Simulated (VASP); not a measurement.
# LiH (HLi) in VASP: further runs, part 2 of 2

VASP 6.6.1. Earlier steps stand in the parts before.

**3. Single point, revPBE+D3(BJ)**

Input file INCAR:

```
SYSTEM = LiH
  ALGO = Normal
  EDIFF = 1E-6
  ENCUT = 520
  GGA = RE
  ISIF = 2
  ISMEAR = 0
  IVDW = 12
  LASPH = .TRUE.
  LCHARG = .FALSE.
  LREAL = .FALSE.
  LWAVE = .FALSE.
  NBANDS = 9
  NELM = 80
  PREC = Accurate
  SIGMA = 0.01
```

Input file KPOINTS:

```
k-points
0
G
  1 1 1
  0 0 0
```

Input file POSCAR:

```
LiH
1.0
    9.0000000000      0.0000000000      0.0000000000
    0.0000000000      9.0000000000      0.0000000000
    0.0000000000      0.0000000000     11.0000000000
Li H
1 1
Direct
    0.5014444400      0.5023333300      0.4305590900
    0.5014444400      0.5023333300      0.5756227300
```

Potentials or basis: VASP PAW PBE potentials, release 64 (Li_sv, H).

Launch:

```bash
cat potpaw_PBE.64/Li_sv/POTCAR potpaw_PBE.64/H/POTCAR > POTCAR
mpirun -np 1 vasp_gam > vasp.out
```

OUTCAR:

```text
SYSTEM = LiH
   EDIFF = 1E-6
   ENCUT = 520
   GGA = RE
   ISIF = 2
   ISMEAR = 0
   IVDW = 12
   LASPH = .TRUE.
   LREAL = .FALSE.
   NELM = 80
   PREC = Accurate
 IVDW          = 12

 ion  position               nearest neighbor table
   1  0.501  0.502  0.431-   2 1.60
   2  0.501  0.502  0.576-   1 1.60

  LATTYP: Found a simple tetragonal cell.
 ALAT       =     9.0000000000
 C/A-ratio  =     1.2222222222

  Lattice vectors:

 A1 = (   9.0000000000,   0.0000000000,   0.0000000000)
 A2 = (   0.0000000000,   9.0000000000,   0.0000000000)
 A3 = (   0.0000000000,   0.0000000000,  11.0000000000)

Analysis of symmetry for initial positions (statically):
=====================================================================
 Subroutine PRICEL returns:
 Original cell was already a primitive cell.

 Routine SETGRP: Setting up the symmetry group for a
 simple tetragonal supercell.

 Subroutine GETGRP returns: Found  8 space group operations
 (whereof  1 operations were pure point group operations)
 out of a pool of 16 trial point group operations.

The static configuration has the point symmetry C_1 .
 The point group associated with its full space group is C_4v.

Analysis of symmetry for dynamics (positions and initial velocities):
=====================================================================
 Subroutine PRICEL returns:
 Original cell was already a primitive cell.

 Routine SETGRP: Setting up the symmetry group for a
 simple tetragonal supercell.

 Subroutine GETGRP returns: Found  8 space group operations
 (whereof  1 operations were pure point group operations)
 out of a pool of 16 trial point group operations.

The dynamic configuration has the point symmetry C_1 .
 The point group associated with its full space group is C_4v.

 Subroutine INISYM returns: Found  8 space group operations
 (whereof  1 operations are pure point group operations),
 and found     1 'primitive' translations

----------------------------------------------------------------------------------------

[... 87 lines left out ...]
     AMIX     =   0.40;   BMIX     =  1.00
     AMIX_MAG =   1.60;   BMIX_MAG =  1.00
  volume/ion in A,a.u.               =     445.50      3006.38
  Fermi-wavevector in a.u.,A,eV,Ry     =   0.270065  0.510350  0.992345  0.072935
  Thomas-Fermi vector in A             =   1.108124
   LORBIT       =      0    0 simple, 1 ext, 2 COOP (PROOUT), +10 PAW based schemes
   GGA     = RE    functional components
   LHFCALC =     F    Hartree Fock is set to
   AEXX    =    0.0000 exact exchange contribution
   IVDW    =    12    specifies the selected vdW correction
   LEPSILON=     F    determine dielectric tensor
   LRPA    =     F    only Hartree local field effects (RPA)
 non-spin polarized calculation
 Gauss-broadening in eV      SIGMA  =   0.01
  energy-cutoff  :      520.00
  volume of cell :      891.00
 maximum number of plane-waves:     12007
 NGX is ok and might be reduce to    70
   NGX = 33   NGY = 33   NGZ = 41

 number of electron       4.0000003 magnetization

 Free energy of the ion-electron system (eV)
  ---------------------------------------------------
  ext. energy  EPLUGINS =         0.00000000
  ---------------------------------------------------
  free energy    TOTEN  =        -3.83643616 eV

  energy without entropy =       -3.83643616  energy(sigma->0) =       -3.83643616

 E-fermi :  -4.1268     XC(G=0):  -1.0013

 val. band max:       -4.2873520411   @ k =   0.0000   0.0000   0.0000
 cond. band min:      -1.5914106807   @ k =   0.0000   0.0000   0.0000
 fundamental gap:      2.6959413604
 Fermi energy:        -4.1268307695

 k-point     1 :       0.0000    0.0000    0.0000
  band No.  band energies     occupation
      1     -50.8965      2.00000
      2      -4.2874      2.00000
      3      -1.5914      0.00000
      4      -0.1188      0.00000
      5      -0.1188      0.00000
      6       0.0360      0.00000
      7       0.6183      0.00000
      8       0.9943      0.00000
      9       1.0361      0.00000

------------------------ aborting loop because EDIFF is reached ----------------------------------------

 Edisp (eV)   -0.01715

 E8    (eV) :    -0.0107

  FORCE on cell =-STRESS in cart. coord.  units (eV):
  Direction    XX          YY          ZZ          XY          YZ          ZX
  --------------------------------------------------------------------------------------
  -------------------------------------------------------------------------------------
  Total      -0.01220    -0.01220     0.03534     0.00000     0.00000     0.00000
  in kB      -0.02193    -0.02193     0.06356     0.00000     0.00000     0.00000
  external pressure =        0.01 kB  Pullay stress =        0.00 kB

 VOLUME and BASIS-vectors are now :
 -----------------------------------------------------------------------------
  energy-cutoff  :      520.00
  volume of cell :      891.00
      direct lattice vectors                 reciprocal lattice vectors
     9.000000000  0.000000000  0.000000000     0.111111111  0.000000000  0.000000000
     0.000000000  9.000000000  0.000000000     0.000000000  0.111111111  0.000000000
     0.000000000  0.000000000 11.000000000     0.000000000  0.000000000  0.090909091

 POSITION                                       TOTAL-FORCE (eV/Angst)
 -----------------------------------------------------------------------------------
      4.51300      4.52100      4.73615         0.000000      0.000000     -0.150495
      4.51300      4.52100      6.33185         0.000000     -0.000000      0.150495
 -----------------------------------------------------------------------------------
    total drift:                               -0.000037     -0.000031     -0.004074

  FREE ENERGIE OF THE ION-ELECTRON SYSTEM (eV)
  ---------------------------------------------------
  free  energy   TOTEN  =        -3.8535867486 eV

  energy  without entropy=       -3.8535867486  energy(sigma->0) =       -3.85358675
```

OSZICAR:

```text
N       E                     dE             d eps       ncg     rms          rms(c)
[... 13 lines left out ...]
DAV:  14    -0.383584755622E+01   -0.32600E-02   -0.68813E-03    18   0.177E-01    0.619E-02
DAV:  15    -0.383618591202E+01   -0.33836E-03   -0.83297E-04    18   0.788E-02    0.209E-02
DAV:  16    -0.383629096104E+01   -0.10505E-03   -0.99633E-05    18   0.300E-02    0.561E-03
DAV:  17    -0.383637981329E+01   -0.88852E-04   -0.49062E-05    19   0.186E-02    0.368E-03
DAV:  18    -0.383642061638E+01   -0.40803E-04   -0.17167E-05    18   0.121E-02    0.225E-03
DAV:  19    -0.383642767877E+01   -0.70624E-05   -0.24749E-06    26   0.461E-03    0.119E-03
DAV:  20    -0.383643521374E+01   -0.75350E-05   -0.20768E-06    18   0.463E-03    0.150E-03
DAV:  21    -0.383643615520E+01   -0.94145E-06   -0.48849E-07    19   0.169E-03
   1 F= -.38535867E+01 E0= -.38535867E+01  d E =-.702141-114
```

It took 61 s on 1 thread of Intel Xeon Platinum 8259CL at 2.50GHz (Skylake/Cascade Lake), shared host; peak memory 0.78 GiB.

What came out:

| Quantity | Value |
| --- | --- |
| Free energy | -3.8536 eV |
| Largest force | 0.150 eV/Å |
| Gap between the frontier levels | 2.70 eV |
| Dispersion energy per atom | -0.009 eV |

Forces on the atoms (eV/Å):
```
Li   0.000  0.000 -0.150
H    0.000  0.000  0.150
```

Caveat: the cutoff is under 1.25 times the usual one of these potentials, so pressure, stress and relaxed cells hold a basis-set (Pulay) error; the PAW data sets were made with another functional, which shifts forces and pressure a little. Expect the measured gap to be larger: semilocal functionals such as revPBE lack the derivative discontinuity.

**4. Single point, PBE0+TS**

POSCAR is that of step 3.

Input file INCAR.step1:

```
PREC     = Accurate       # precision mode
ENCUT    = 900            # plane-wave cutoff, eV
EDIFF    = 1E-5           # SCF threshold, eV
ISMEAR   = 0              # smearing method
SIGMA    = 0.01           # smearing width, eV
LREAL    = F              # projectors in reciprocal space
LASPH    = T              # aspherical terms in the spheres
NELM     = 100            # most SCF steps
ALGO     = Normal         # electronic algorithm
ISIF     = 2              # what is computed and relaxed
LWAVE    = T              # write WAVECAR
LCHARG   = F              # write CHGCAR
GGA      = PE             # functional
```

Input file INCAR.step2:

```
PREC     = Accurate       # precision mode
ENCUT    = 900            # plane-wave cutoff, eV
EDIFF    = 1E-6           # SCF threshold, eV
ISMEAR   = 0              # smearing method
SIGMA    = 0.01           # smearing width, eV
LREAL    = F              # projectors in reciprocal space
LASPH    = T              # aspherical terms in the spheres
NELM     = 100            # most SCF steps
ALGO     = Normal         # electronic algorithm
ISIF     = 2              # what is computed and relaxed
LWAVE    = F              # write WAVECAR
LCHARG   = F              # write CHGCAR
GGA      = PE             # functional
LHFCALC  = T              # exact exchange
AEXX     = 0.25           # exact-exchange fraction
PRECFOCK = Fast         
HFRCUT   = -1           
IVDW     = 2              # dispersion correction
ISTART   = 1
```

Input file KPOINTS:

```
Automatic mesh
0
Gamma
  1 1 1
```

Potentials or basis: VASP PAW PBE potentials, release 64 (Li_sv, H_h).

Launch:

```bash
cat potpaw_PBE.64/Li_sv/POTCAR potpaw_PBE.64/H_h/POTCAR > POTCAR
cp INCAR.step1 INCAR
mpirun -np 1 vasp_gam > vasp.out
cp INCAR.step2 INCAR
mpirun -np 1 vasp_gam > vasp.out
```

It took 5.8 min on 1 thread of Intel Xeon Platinum 8259CL at 2.50GHz (Skylake/Cascade Lake), shared host; peak memory 1.4 GiB.

It converged, with:

| Property | Result |
| --- | --- |
| Free energy | -4.6313 eV |
| Largest force | 0.052 eV/Å |
| Gap between the frontier levels | 4.34 eV |
| Hirshfeld charges | Li +0.42; H -0.42 e |
| Dispersion energy per atom | -0.001 eV |

Forces on the atoms (eV/Å):
```
Li   0.000  0.000 -0.052
H    0.000  0.000  0.052
```

Levels at points of the mesh, in eV from the valence-band top:
```csv
k point,band 1,band 2,band 3,band 4,band 5
"(0.00, 0.00, 0.00)",-49.44,0.00,4.34,5.77,5.82
```

Caveat: the PAW data sets were made with another functional, which shifts forces and pressure a little.

**5. Single point, B3LYP+TS**

POSCAR is that of step 4.

Input file INCAR.step1:

```
SYSTEM = LiH
ALGO = Normal ; EDIFF = 1E-5
ENCUT = 520 ; GGA = PE
ISIF = 2 ; ISMEAR = 0
LASPH = .True. ; LREAL = .False.
LWAVE = .True. ; NBANDS = 9
NELM = 60 ; PREC = Accurate
SIGMA = 0.01
```

Input file INCAR.step2:

```
SYSTEM = LiH
AEXX = 0.2 ; AGGAC = 0.81
AGGAX = 0.72 ; ALDAC = 0.19
ALGO = Normal ; EDIFF = 1E-6
ENCUT = 520 ; GGA = B3
HFRCUT = -1 ; ISIF = 2
ISMEAR = 0 ; ISTART = 1
IVDW = 2 ; LASPH = .True.
LCHARG = .True. ; LELF = .True.
LHFCALC = .True. ; LREAL = .False.
LVACPOTAV = .True. ; LVHAR = .True.
LWAVE = .False. ; NBANDS = 9
NELM = 60 ; PREC = Accurate
PRECFOCK = Fast ; SIGMA = 0.01
```

Input file KPOINTS:

```
k-points
0
Gamma
  1 1 1
  0 0 0
```

Potentials or basis: VASP PAW PBE potentials, release 64 (Li_sv, H).

Launch:

```bash
cat potpaw_PBE.64/Li_sv/POTCAR potpaw_PBE.64/H/POTCAR > POTCAR
cp INCAR.step1 INCAR
mpirun -np 1 vasp_gam > vasp.out
cp INCAR.step2 INCAR
mpirun -np 1 vasp_gam > vasp.out
```

Run time: 4.6 min. Hardware: 1 thread of Intel Xeon Platinum 8259CL at 2.50GHz (Skylake/Cascade Lake), shared host; peak memory 0.78 GiB.

The run converged. Its results:

| Item | Value |
| --- | --- |
| Free energy | -4.6818 eV |
| Largest force | 0.007 eV/Å |
| Gap between the frontier levels | 3.97 eV |
| Hirshfeld charges | Li +0.42; H -0.42 e |
| Dispersion energy per atom | -0.001 eV |

Forces in eV/Å, atoms in the order of the input:
```
Li   0.000  0.000 -0.007
H    0.000  0.000  0.007
```

Levels at points of the mesh, in eV from the valence-band top:
```csv
k point,band 1,band 2,band 3,band 4,band 5
"(0.00, 0.00, 0.00)",-49.16,0.00,3.97,5.47,5.48
```

Caveat: the cutoff is under 1.25 times the usual one of these potentials, so pressure, stress and relaxed cells hold a basis-set (Pulay) error; the PAW data sets were made with another functional, which shifts forces and pressure a little.

**6. Summary**

| level | potentials or basis | cutoff (eV) | grid for exact exchange (PRECFOCK) | exchange at q = 0 | gap on the mesh (eV) | largest force (eV/Å) |
| --- | --- | --- | --- | --- | --- | --- |
| SCAN+D3(BJ) | VASP PAW PBE potentials, release 64 (Li_sv, H) | 520 | - | - | 3.62 | 0.09 |
| revPBE+D3(BJ) | VASP PAW PBE potentials, release 64 (Li_sv, H) | 520 | - | - | 2.70 | 0.15 |
| PBE0+TS | VASP PAW PBE potentials, release 64 (Li_sv, H_h) | 900 | Fast | truncated | 4.34 | 0.05 |
| B3LYP+TS | VASP PAW PBE potentials, release 64 (Li_sv, H) | 520 | Fast | truncated | 3.97 | 0.01 |

Alike in all rows: task single point; no spin polarisation; cell as given; k mesh 1 × 1 × 1; smearing gaussian 0.01 eV.

Caveats: the PAW data sets were made with another functional, which shifts forces and pressure a little; the cutoff is under 1.25 times the usual one of these potentials, so pressure, stress and relaxed cells hold a basis-set (Pulay) error (some runs).

Total energies depend on the potentials used, so only differences within one code and one set of settings carry meaning.
